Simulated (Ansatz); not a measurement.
An input for Ansatz 0.2.0 (Re):

File input.yaml:

```yaml
crystal:
  lattice:
    - [0.0, 1.975, 1.975]
    - [1.975, 0.0, 1.975]
    - [1.975, 1.975, 0.0]
  atoms:
    - { symbol: Re, position_ang: [0.0, 0.0, 0.0] }
kpoints:
  mp_grid: { grid: [12, 12, 12], shift: [0.5, 0.5, 0.5] }
scf:
  occupations: { method: gaussian, width: 0.025 }
hamiltonian:
  xc: pbesol
  dispersion: d3bjatm
  pseudopotentials: { kind: all_electron, datasets: crystal }
  hubbard:
    sites: [{ species: Re, l: d, u_eff: 7 }]
    double_counting: fll
    projectors: augmentation-sphere
output:
  forces: true
  stress: true
  eigenvalues: true
  efg: {}
  elf: true
  volumetric_format: npy
```

Potentials or basis: all-electron PAW datasets made for the crystal.

Run with:

```sh
$ ansatz run input.yaml --threads 1 --pin off --max-ram 2560MiB --backend cpu --events-out ev --progress --plain --runs-dir out
```

How does this run end?

The run stopped without a result. It printed:

Output:

```text
Error: hamiltonian.pseudopotentials.datasets: crystal, beside a feature not held to (kpoints.mp_grid.shift ≠ [0,0,0] (counting kpoints.further_shifts); output.elf: true, beside hamiltonian.hubbard) — the datasets of this kind: all_electron run are made for its crystal, and no such run has been held to what stands beside, or a reason given rules it out; change each as told or leave it out, or set another kind (and leave the keys of all_electron out)
```
